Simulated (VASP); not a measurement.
The system is AlO2.

```xyz
12
Lattice="9.4400 0.0000 0.0000 0.0000 2.8400 0.0000 0.0000 0.0000 4.4200" Properties=species:S:1:pos:R:3 pbc="T T T"
Al    1.3782    0.7100    4.2078
Al    8.0618    2.1300    0.2122
Al    3.3418    2.1300    1.9978
Al    6.0982    0.7100    2.4222
O     7.5614    0.7100    1.2685
O     1.8786    2.1300    3.1515
O     6.5986    2.1300    3.4785
O     2.8414    0.7100    0.9415
O     8.9114    0.7100    3.5448
O     0.5286    2.1300    0.8752
O     5.2486    2.1300    1.3348
O     4.1914    0.7100    3.0852
```

- Program: VASP 6.6.1
- Task: relaxation of cell and atoms
- Functional: PBE
- Potentials or basis: VASP PAW PBE potentials, release 64 (Al, O)
- Cutoff: 520 eV
- k mesh: 3 × 9 × 6
- Occupations: gaussian, width 0.1 eV
- Spin: no spin polarisation

At the start: pressure -1.7 GPa; volume 9.87 Å³/atom.

Task: Where does the relaxation end?

Result: Over 28 steps the energy falls by 60.4 meV/atom and the volume is 9.35 Å³/atom (-5.4 %); space group Pnma (No. 62, to 0.05 Å).

Step by step:
| step | energy change (eV) | largest force (eV/Å) | pressure (GPa) | volume (Å³) |
| --- | --- | --- | --- | --- |
| 1 | 0.0000 | 1.2328 | -1.71 | 118.50 |
| 2 | -0.3499 | 0.4026 | 2.20 | 116.66 |
| 3 | -0.3500 | 0.3956 | 2.11 | 116.69 |
| 4 | -0.4078 | 0.2145 | -1.35 | 118.59 |
| 5 | -0.4093 | 0.2183 | -1.98 | 118.94 |
| 6 | -0.4540 | 0.2630 | -1.10 | 117.79 |
| 7 | -0.4817 | 0.3712 | 0.51 | 115.82 |
| 8 | -0.5159 | 0.3289 | -0.15 | 115.32 |
| 9 | -0.5366 | 0.5292 | -1.10 | 114.48 |
| 10 | -0.5692 | 0.4989 | -0.75 | 113.69 |
| 11 | -0.6264 | 0.3748 | 0.52 | 111.30 |
| 12 | -0.6276 | 0.3523 | 0.90 | 110.72 |
| 13 | -0.6607 | 0.2616 | 0.47 | 110.99 |
| 14 | -0.6786 | 0.2163 | -0.06 | 111.36 |
| 15 | -0.7020 | 0.0942 | 0.18 | 111.47 |
| 16 | -0.7100 | 0.1811 | 0.46 | 111.57 |
| 17 | -0.7175 | 0.1147 | -0.19 | 112.08 |
| 18 | -0.7195 | 0.0770 | -0.69 | 112.49 |
| 19 | -0.7218 | 0.0734 | 0.57 | 112.01 |
| 20 | -0.7221 | 0.0608 | 0.24 | 112.13 |
| 21 | -0.7234 | 0.0269 | 0.06 | 112.27 |
| 22 | -0.7236 | 0.0295 | -0.04 | 112.35 |
| 23 | -0.7240 | 0.0281 | -0.08 | 112.32 |
| 24 | -0.7241 | 0.0315 | -0.12 | 112.30 |
| 25 | -0.7244 | 0.0185 | -0.01 | 112.19 |
| 26 | -0.7245 | 0.0136 | 0.07 | 112.12 |
| 27 | -0.7245 | 0.0138 | 0.10 | 112.09 |
| 28 | -0.7245 | 0.0091 | -0.04 | 112.15 |

Final structure:
```yaml
crystal:
  lattice:
    - [9.50865, 0.00000, 0.00000]
    - [0.00000, 2.87324, 0.00000]
    - [0.00000, 0.00000, 4.10481]
  atoms:
    - { symbol: Al, position: [0.13750, 0.25000, 0.91105] }
    - { symbol: Al, position: [0.86250, 0.75000, 0.08895] }
    - { symbol: Al, position: [0.36250, 0.75000, 0.41105] }
    - { symbol: Al, position: [0.63750, 0.25000, 0.58895] }
    - { symbol: O, position: [0.80686, 0.25000, 0.35659] }
    - { symbol: O, position: [0.19314, 0.75000, 0.64341] }
    - { symbol: O, position: [0.69314, 0.75000, 0.85659] }
    - { symbol: O, position: [0.30686, 0.25000, 0.14341] }
    - { symbol: O, position: [0.93828, 0.25000, 0.81847] }
    - { symbol: O, position: [0.06172, 0.75000, 0.18153] }
    - { symbol: O, position: [0.56172, 0.75000, 0.31847] }
    - { symbol: O, position: [0.43828, 0.25000, 0.68153] }
```
